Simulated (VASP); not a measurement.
# H2Os (P4/mmm) in VASP: a series of runs, part 2 of 2

VASP 6.6.1.

### Step 3. Density of states, PBE+U

POSCAR

```
H2Os
1.0
    2.4917700000      0.0000000000      0.0000000000
    0.0000000000      2.4917700000      0.0000000000
    0.0000000000      0.0000000000      4.6022600000
H Os
2 1
Direct
    0.5000000000      0.5000000000      0.3950400000
    0.5000000000      0.5000000000      0.6049600000
    0.5000000000      0.5000000000      0.0000000000
```

INCAR.step1

```
ALGO = Fast ; EDIFF = 1E-7
ENCUT = 520 ; GGA = PE
ISIF = 2 ; ISMEAR = -1
LASPH = T ; LCHARG = T
LDAU = T ; LDAUJ = 0 0
LDAUL = -1 2 ; LDAUPRINT = 1
LDAUTYPE = 2 ; LDAUU = 0 2
LMAXMIX = 4 ; LREAL = F
LWAVE = F ; NELM = 80
PREC = Accurate ; SIGMA = 0.05
```

KPOINTS.step1

```
k-points
0
Gamma
  11 11 6
```

INCAR.step2

```
ALGO = Fast ; EDIFF = 1E-7
ENCUT = 520 ; GGA = PE
ICHARG = 11 ; ISIF = 2
ISMEAR = -5 ; LASPH = T
LCHARG = F ; LDAU = T
LDAUJ = 0 0 ; LDAUL = -1 2
LDAUPRINT = 1 ; LDAUTYPE = 2
LDAUU = 0 2 ; LMAXMIX = 4
LORBIT = 11 ; LREAL = F
LWAVE = F ; NEDOS = 1001
NELM = 80 ; PREC = Accurate
SIGMA = 0.05
```

KPOINTS.step2

```
k-points
0
Gamma
  17 17 9
```

Potentials or basis: VASP PAW PBE potentials, release 64 (H, Os).

Run with:

```bash
cat potpaw_PBE.64/H/POTCAR potpaw_PBE.64/Os/POTCAR > POTCAR
cp INCAR.step1 INCAR
cp KPOINTS.step1 KPOINTS
mpirun -np 1 vasp_std > vasp.out
cp INCAR.step2 INCAR
cp KPOINTS.step2 KPOINTS
mpirun -np 1 vasp_std > vasp.out
```

OUTCAR:

```text
EDIFF = 1E-7
   ENCUT = 520
   GGA = PE
   ICHARG = 11
   ISIF = 2
   ISMEAR = -5
   LASPH = T
   LORBIT = 11
   LREAL = F
   NELM = 80
   PREC = Accurate

 ion  position               nearest neighbor table
   1  0.500  0.500  0.395-   3 1.82
   2  0.500  0.500  0.605-   3 1.82
   3  0.500  0.500  0.000-   1 1.82   2 1.82

  LATTYP: Found a simple tetragonal cell.
 ALAT       =     2.4917700000
 C/A-ratio  =     1.8469842722

  Lattice vectors:

 A1 = (   2.4917700000,   0.0000000000,   0.0000000000)
 A2 = (   0.0000000000,   2.4917700000,   0.0000000000)
 A3 = (   0.0000000000,   0.0000000000,   4.6022600000)

Analysis of symmetry for initial positions (statically):
=====================================================================
 Subroutine PRICEL returns:
 Original cell was already a primitive cell.

 Routine SETGRP: Setting up the symmetry group for a
 simple tetragonal supercell.

 Subroutine GETGRP returns: Found 16 space group operations
 (whereof 16 operations were pure point group operations)
 out of a pool of 16 trial point group operations.

The static configuration has the point symmetry D_4h.

Analysis of symmetry for dynamics (positions and initial velocities):
=====================================================================
 Subroutine PRICEL returns:
 Original cell was already a primitive cell.

 Routine SETGRP: Setting up the symmetry group for a
 simple tetragonal supercell.

 Subroutine GETGRP returns: Found 16 space group operations
 (whereof 16 operations were pure point group operations)
 out of a pool of 16 trial point group operations.

The dynamic configuration has the point symmetry D_4h.

 Subroutine INISYM returns: Found 16 space group operations
 (whereof 16 operations are pure point group operations),
 and found     1 'primitive' translations

----------------------------------------------------------------------------------------

                                     Primitive cell

  volume of cell :      28.5751

  direct lattice vectors                    reciprocal lattice vectors
     2.491770000  0.000000000  0.000000000     0.401321149  0.000000000  0.000000000
     0.000000000  2.491770000  0.000000000     0.000000000  0.401321149  0.000000000
     0.000000000  0.000000000  4.602260000     0.000000000  0.000000000  0.217284552

  length of vectors
     2.491770000  2.491770000  4.602260000     0.401321149  0.401321149  0.217284552

  position of ions in fractional coordinates (direct lattice)
     0.500000000  0.500000000  0.395040000
     0.500000000  0.500000000  0.604960000
     0.500000000  0.500000000  0.000000000

  ion indices of the primitive-cell ions
   primitive index   ion index
                 1           1
                 2           2
                 3           3

----------------------------------------------------------------------------------------

 KPOINTS: k-points

Automatic generation of k-mesh.
 Grid dimensions read from file:
[... 98 lines left out ...]
   AEXX    =    0.0000 exact exchange contribution
   IVDW    =     0    specifies the selected vdW correction
   LEPSILON=     F    determine dielectric tensor
   LRPA    =     F    only Hartree local field effects (RPA)
 non-spin polarized calculation
 RMM-DIIS sequential band-by-band and
 Fermi weights with tetrahedron method with Bloechl corrections
  energy-cutoff  :      520.00
  volume of cell :       28.58
 maximum number of plane-waves:       797
 NGX is ok and might be reduce to    20

atom =   3  type =  2  l = 2

 onsite density matrix

spin component  1

  0.5051 -0.0000  0.0000 -0.0000  0.0000
 -0.0000  0.6260  0.0000  0.0000  0.0000
  0.0000  0.0000  0.6531  0.0000 -0.0000
 -0.0000  0.0000  0.0000  0.6260 -0.0000
  0.0000  0.0000 -0.0000 -0.0000  0.7296

spin component  2

  0.5051 -0.0000  0.0000 -0.0000  0.0000
 -0.0000  0.6260  0.0000  0.0000  0.0000
  0.0000  0.0000  0.6531  0.0000 -0.0000
 -0.0000  0.0000  0.0000  0.6260 -0.0000
  0.0000  0.0000 -0.0000 -0.0000  0.7296

 occupancies and eigenvectors

  o =  0.5051  v =  1.0000  0.0000  0.0000  0.0000  0.0000  0.0000  0.0000  0.0000  0.0000  0.0000      0.0000  0.0000  0.0000  0.0000  0.0000  0.0000  0.0000  0.0000  0.0000  0.0000
  o =  0.5051  v =  0.0000  0.0000  0.0000  0.0000  0.0000  1.0000  0.0000  0.0000  0.0000  0.0000      0.0000  0.0000  0.0000  0.0000  0.0000  0.0000  0.0000  0.0000  0.0000  0.0000
  o =  0.6260  v =  0.0000  0.9121 -0.0000 -0.4101 -0.0000  0.0000  0.0000  0.0000  0.0000  0.0000      0.0000  0.0000  0.0000  0.0000  0.0000  0.0000  0.0000  0.0000  0.0000  0.0000
  o =  0.6260  v =  0.0000  0.0000  0.0000  0.0000  0.0000  0.0000  0.9121 -0.0000 -0.4101 -0.0000      0.0000  0.0000  0.0000  0.0000  0.0000  0.0000  0.0000  0.0000  0.0000  0.0000
  o =  0.6260  v =  0.0000  0.0000  0.0000  0.0000  0.0000  0.0000  0.4101  0.0000  0.9121 -0.0000      0.0000  0.0000  0.0000  0.0000  0.0000  0.0000  0.0000  0.0000  0.0000  0.0000
  o =  0.6260  v =  0.0000  0.4101  0.0000  0.9121 -0.0000  0.0000  0.0000  0.0000  0.0000  0.0000      0.0000  0.0000  0.0000  0.0000  0.0000  0.0000  0.0000  0.0000  0.0000  0.0000
  o =  0.6531  v =  0.0000  0.0000  0.0000  0.0000  0.0000  0.0000  0.0000  1.0000 -0.0000 -0.0000      0.0000  0.0000  0.0000  0.0000  0.0000  0.0000  0.0000  0.0000  0.0000  0.0000
  o =  0.6531  v =  0.0000  0.0000  1.0000 -0.0000 -0.0000  0.0000  0.0000  0.0000  0.0000  0.0000      0.0000  0.0000  0.0000  0.0000  0.0000  0.0000  0.0000  0.0000  0.0000  0.0000
  o =  0.7296  v =  0.0000  0.0000  0.0000  0.0000  0.0000  0.0000  0.0000 -0.0000  0.0000  1.0000      0.0000  0.0000  0.0000  0.0000  0.0000  0.0000  0.0000  0.0000  0.0000  0.0000
  o =  0.7296  v =  0.0000  0.0000 -0.0000  0.0000  1.0000  0.0000  0.0000  0.0000  0.0000  0.0000      0.0000  0.0000  0.0000  0.0000  0.0000  0.0000  0.0000  0.0000  0.0000  0.0000

 number of electron      10.0000001 magnetization

 Free energy of the ion-electron system (eV)
  ---------------------------------------------------
  ext. energy  EPLUGINS =         0.00000000
  ---------------------------------------------------
  free energy    TOTEN  =       -13.42996801 eV

  energy without entropy =      -13.42996801  energy(sigma->0) =      -13.42996801

 E-fermi :   3.4331     XC(G=0): -10.7221

 val. band max:        3.6260554897   @ k =   0.3529   0.3529   0.2222
 cond. band min:       3.3938784687   @ k =   0.4118   0.0000   0.0000
 fundamental gap:     -0.2321770209
 Fermi energy:         3.4331133981

 k-point     1 :       0.0000    0.0000    0.0000
  band No.  band energies     occupation
      1      -6.6658      2.00000
      2      -3.7217      2.00000
      3      -2.8776      2.00000
      4       2.7038      2.00000
      5       4.2734      0.00000
      6       4.2734      0.00000
      7       6.0188      0.00000
      8       6.4121      0.00000
      9      16.6506      0.00000
[... 265 lines left out ...]
 k-point    24 :       0.4706    0.1176    0.0000
  band No.  band energies     occupation
      1      -4.1738      2.00000
      2      -1.2090      2.00000
      3      -0.8889      2.00000
      4       1.2043      2.00000
      5       3.7568      0.21162
      6       5.3191      0.00000
      7       6.5784      0.00000
      8       7.1746      0.00000
      9      11.6699      0.00000

 [... further k-points ...]
[... 5 lines left out ...]
  --------------------------------------------------------------------------------------
  -------------------------------------------------------------------------------------
  Total       -0.2957310     -0.2957310     -0.8926689      0.0000000     -0.0000000      0.0000000
  in kB      -16.5813701    -16.5813701    -50.0511329      0.0000000     -0.0000000      0.0000000
  external PRESSURE =     -27.7379577 kB  Pullay stress =       0.0000000 kB

 VOLUME and BASIS-vectors are now :
 -----------------------------------------------------------------------------
  energy-cutoff  :      520.00
  volume of cell :       28.58
      direct lattice vectors                 reciprocal lattice vectors
     2.491770000  0.000000000  0.000000000     0.401321149  0.000000000  0.000000000
     0.000000000  2.491770000  0.000000000     0.000000000  0.401321149  0.000000000
     0.000000000  0.000000000  4.602260000     0.000000000  0.000000000  0.217284552

 POSITION                                       TOTAL-FORCE (eV/Angst)
 -----------------------------------------------------------------------------------
      1.24588      1.24588      1.81808         0.000000      0.000000      0.015969
      1.24588      1.24588      2.78418        -0.000000      0.000000     -0.015969
      1.24588      1.24588      0.00000        -0.000000     -0.000000      0.000000
 -----------------------------------------------------------------------------------
    total drift:                               -0.000000      0.000000     -0.000000

  FREE ENERGIE OF THE ION-ELECTRON SYSTEM (eV)
  ---------------------------------------------------
  free  energy   TOTEN  =       -13.4299680067 eV

  energy  without entropy=      -13.4299680067  energy(sigma->0) =      -13.42996801

 total charge

# of ion       s       p       d       tot
------------------------------------------
    1        0.528   0.025   0.000   0.553
    2        0.528   0.025   0.000   0.553
    3        0.706   0.548   6.211   7.464
--------------------------------------------------
tot          1.762   0.597   6.211   8.570
```

Wall time 56 s (1 thread of Intel Xeon Platinum 8375C at 2.90GHz (Ice Lake), shared host); peak memory 0.2 GiB.

What came out:

```
Valence electrons inside the program's atomic spheres : H 0.55; Os 7.46
```

States per cell in windows of 0.5 eV (zero at the Fermi level; states under -8 eV left out):
```csv
from (eV),total,Os3_d,Os3_p,Os3_s,H1_s,H2_s,H1_p
-8.0,0.31,0.04,0.01,0.03,0.06,0.06,0.00
-7.5,0.40,0.07,0.01,0.05,0.07,0.07,0.00
-7.0,0.44,0.11,0.02,0.07,0.07,0.07,0.00
-6.5,0.53,0.26,0.02,0.06,0.05,0.05,0.00
-6.0,0.61,0.41,0.02,0.08,0.03,0.03,0.00
-5.5,0.47,0.34,0.02,0.06,0.02,0.02,0.00
-5.0,0.54,0.39,0.03,0.05,0.01,0.01,0.00
-4.5,0.93,0.69,0.06,0.06,0.01,0.01,0.00
-4.0,0.81,0.62,0.04,0.03,0.01,0.01,0.00
-3.5,0.87,0.67,0.03,0.02,0.02,0.02,0.00
-3.0,0.75,0.54,0.06,0.02,0.02,0.02,0.00
-2.5,0.76,0.56,0.07,0.03,0.01,0.01,0.00
-2.0,0.45,0.29,0.04,0.02,0.02,0.02,0.00
-1.5,0.54,0.39,0.04,0.01,0.01,0.01,0.00
-1.0,0.52,0.39,0.03,0.01,0.01,0.01,0.00
-0.5,0.55,0.43,0.03,0.02,0.01,0.01,0.00
0.0,0.75,0.59,0.04,0.03,0.01,0.01,0.00
0.5,0.95,0.74,0.06,0.03,0.01,0.01,0.00
1.0,0.70,0.50,0.07,0.02,0.01,0.01,0.00
1.5,0.36,0.21,0.06,0.02,0.01,0.01,0.00
2.0,0.34,0.19,0.06,0.01,0.01,0.01,0.00
2.5,0.28,0.14,0.05,0.01,0.01,0.01,0.00
3.0,0.20,0.07,0.04,0.02,0.01,0.01,0.00
3.5,0.21,0.07,0.05,0.02,0.01,0.01,0.00
4.0,0.18,0.05,0.04,0.01,0.01,0.01,0.00
4.5,0.19,0.05,0.05,0.01,0.01,0.01,0.00
5.0,0.19,0.04,0.05,0.01,0.01,0.01,0.00
5.5,0.18,0.04,0.04,0.01,0.01,0.01,0.00
6.0,0.19,0.05,0.04,0.01,0.01,0.01,0.00
6.5,0.25,0.07,0.04,0.01,0.01,0.01,0.00
7.0,0.34,0.08,0.03,0.02,0.01,0.01,0.01
7.5,0.48,0.10,0.05,0.03,0.01,0.01,0.01
```

Eigenvalues of the final occupation matrices:
```
    site  spin  trace               eigenvalues
site 3 d     1   3.14  0.51 0.63 0.63 0.65 0.73
site 3 d     2   3.14  0.51 0.63 0.63 0.65 0.73
```

Caveat: U without spin polarisation on a metal has little footing; the U is typed as a test and isn't derived for this compound; tetrahedron occupations give inexact forces and stress in metals.

### Step 4. Density of states, PBE+U

POSCAR is that of step 3.

Changes to INCAR.step1 since step 3:

```diff
@@ -6,3 +6,3 @@
 LDAUL = -1 2 ; LDAUPRINT = 1
-LDAUTYPE = 2 ; LDAUU = 0 2
+LDAUTYPE = 2 ; LDAUU = 0 3
 LMAXMIX = 4 ; LREAL = F
```

KPOINTS.step1 is that of step 3.

Changes to INCAR.step2 since step 3:

```diff
@@ -7,3 +7,3 @@
 LDAUPRINT = 1 ; LDAUTYPE = 2
-LDAUU = 0 2 ; LMAXMIX = 4
+LDAUU = 0 3 ; LMAXMIX = 4
 LORBIT = 11 ; LREAL = F
```

KPOINTS.step2 is that of step 3.

Run with:

```bash
cat potpaw_PBE.64/H/POTCAR potpaw_PBE.64/Os/POTCAR > POTCAR
cp INCAR.step1 INCAR
cp KPOINTS.step1 KPOINTS
mpirun -np 1 vasp_std > vasp.out
cp INCAR.step2 INCAR
cp KPOINTS.step2 KPOINTS
mpirun -np 1 vasp_std > vasp.out
```

Wall time 56 s (1 thread of Intel Xeon Platinum 8375C at 2.90GHz (Ice Lake), shared host); peak memory 0.19 GiB.

Results (log left out):

```
Valence electrons inside the program's atomic spheres : H 0.55; Os 7.56
```

Levels at points of the mesh, in eV from the Fermi level:
```tsv
k point	band 1	band 2	band 3	band 4	band 5	band 6	band 7	band 8	band 9
(0.00, 0.00, 0.00)	-10.03	-7.19	-6.59	-0.65	0.80	0.80	2.60	3.12	13.29
```

States per cell in windows of 1 eV (zero at the Fermi level; states under -8 eV left out):
| from (eV) | total | Os3_d | Os3_p | Os3_s | H1_s | H2_s | H1_p |
| --- | --- | --- | --- | --- | --- | --- | --- |
| -8.0 | 0.74 | 0.12 | 0.02 | 0.09 | 0.13 | 0.13 | 0.00 |
| -7.0 | 1.04 | 0.47 | 0.03 | 0.13 | 0.12 | 0.12 | 0.00 |
| -6.0 | 1.06 | 0.76 | 0.04 | 0.13 | 0.05 | 0.05 | 0.00 |
| -5.0 | 1.35 | 1.01 | 0.08 | 0.09 | 0.02 | 0.02 | 0.00 |
| -4.0 | 1.75 | 1.36 | 0.08 | 0.06 | 0.03 | 0.03 | 0.01 |
| -3.0 | 1.51 | 1.10 | 0.13 | 0.05 | 0.03 | 0.03 | 0.00 |
| -2.0 | 0.93 | 0.65 | 0.08 | 0.03 | 0.03 | 0.03 | 0.00 |
| -1.0 | 1.06 | 0.81 | 0.06 | 0.03 | 0.03 | 0.03 | 0.00 |
| 0.0 | 1.75 | 1.39 | 0.10 | 0.05 | 0.03 | 0.03 | 0.01 |
| 1.0 | 1.02 | 0.68 | 0.12 | 0.04 | 0.02 | 0.02 | 0.00 |
| 2.0 | 0.61 | 0.34 | 0.10 | 0.03 | 0.02 | 0.02 | 0.00 |
| 3.0 | 0.41 | 0.15 | 0.09 | 0.03 | 0.02 | 0.02 | 0.00 |
| 4.0 | 0.39 | 0.11 | 0.10 | 0.03 | 0.02 | 0.02 | 0.01 |
| 5.0 | 0.37 | 0.08 | 0.09 | 0.01 | 0.03 | 0.03 | 0.01 |
| 6.0 | 0.41 | 0.11 | 0.08 | 0.01 | 0.03 | 0.03 | 0.01 |
| 7.0 | 0.82 | 0.18 | 0.09 | 0.05 | 0.03 | 0.03 | 0.01 |

Eigenvalues of the final occupation matrices:
| site | spin | trace | eigenvalues |
| --- | --- | --- | --- |
| site 3 d | 1 | 3.19 | 0.49 0.64 0.64 0.67 0.76 |
| site 3 d | 2 | 3.19 | 0.49 0.64 0.64 0.67 0.76 |

Caveat: U without spin polarisation on a metal has little footing; the U is typed as a test and isn't derived for this compound; tetrahedron occupations give inexact forces and stress in metals. Spin-orbit coupling is left out, which matters for the levels of Os.
